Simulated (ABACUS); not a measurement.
Crystal: Au.

```
CELL_PARAMETERS angstrom
0.00000 2.03500 2.03500
2.03500 0.00000 2.03500
2.03500 2.03500 0.00000
ATOMIC_POSITIONS crystal
Au 0.00000 0.00000 0.00000
```

Program: ABACUS 3.10.1. Alike in all runs: task single point; no spin polarisation; cell as given; smearing fermi-dirac 0.05 eV. Hardware: 4 MPI ranks on Intel(R) Xeon(R) Platinum 8488C (Sapphire Rapids), on a shared host.

**Question.** Order these runs on this cell by their wall time, lowest first.
A. level M06-L; potentials or basis SG15 ONCV 1.2 PBE, plane waves; k mesh 7 × 7 × 7; cutoff (eV) 1197; SCF threshold on the density 1e-08; eigensolver dav; mesh quality coarse
B. level TPSS; potentials or basis SG15 ONCV 1.2 PBE, plane waves; k mesh 7 × 7 × 7; cutoff (eV) 1197; SCF threshold on the density 1e-08; eigensolver dav; mesh quality coarse
C. level PBE; potentials or basis PseudoDojo NC SR 0.5 PBE standard, TZDP LCAO (the cutoffs set its grid); k mesh 10 × 10 × 10; cutoff (eV) 1361; SCF threshold on the density 1e-07; eigensolver genelpa; orbital files Au Au_confined-atom_7au_4s3p3d1f.orb; mesh quality not flagged

**Answer.** C (4.4 s), B (14 s), A (31 s).

Caveats: some runs use coarse meshes; the atomic orbitals were generated for these runs and aren't a published set (some runs).

Not every run made on this cell is shown here.
